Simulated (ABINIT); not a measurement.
The system is KCl.

```
CELL_PARAMETERS angstrom
3.83920 0.00000 0.00000
0.00000 3.83920 0.00000
0.00000 0.00000 3.83920
ATOMIC_POSITIONS crystal
K 0.00000 0.00000 0.00000
Cl 0.50000 0.50000 0.50000
```

Measurements of this composition are mostly on another form, of space group No. 225.

| Property | Result |
| --- | --- |
| Program | ABINIT 10.8.3 (patched build) |
| Task | single point |
| Functional | PBE |
| Potentials or basis | JTH PAW PBE v2.0 |
| Cutoff | 680 eV |
| k mesh | 7 × 7 × 7 |
| Occupations | fermi-dirac, width 0.05 eV |
| Spin | no spin polarisation |

On this cell: pressure -0.1 GPa; largest force zero by symmetry; band gap on the k mesh 4.82 eV, indirect (least direct gap 5.00 eV).

The same run follows on a disturbed copy (atoms moved at random, drawn with an rms of 0.05 Å):

```
CELL_PARAMETERS angstrom
3.83920 0.00000 0.00000
0.00000 3.83920 0.00000
0.00000 0.00000 3.83920
ATOMIC_POSITIONS crystal
K 0.98999 0.00563 0.00820
Cl 0.49173 0.49777 0.50063
```

Problem. What does the disturbed cell give?

Solution. The energy moves by +0.5 meV/atom; pressure 0.0 GPa; largest force 0.027 eV/Å; band gap on the k mesh 4.82 eV, indirect (least direct gap 5.00 eV).

Forces in eV/Å, atoms in the order of the input:
```
K    0.005 -0.019 -0.019
Cl  -0.005  0.019  0.019
```

Caveats: an odd mesh through Γ misses points on the zone boundary, where band edges often lie.
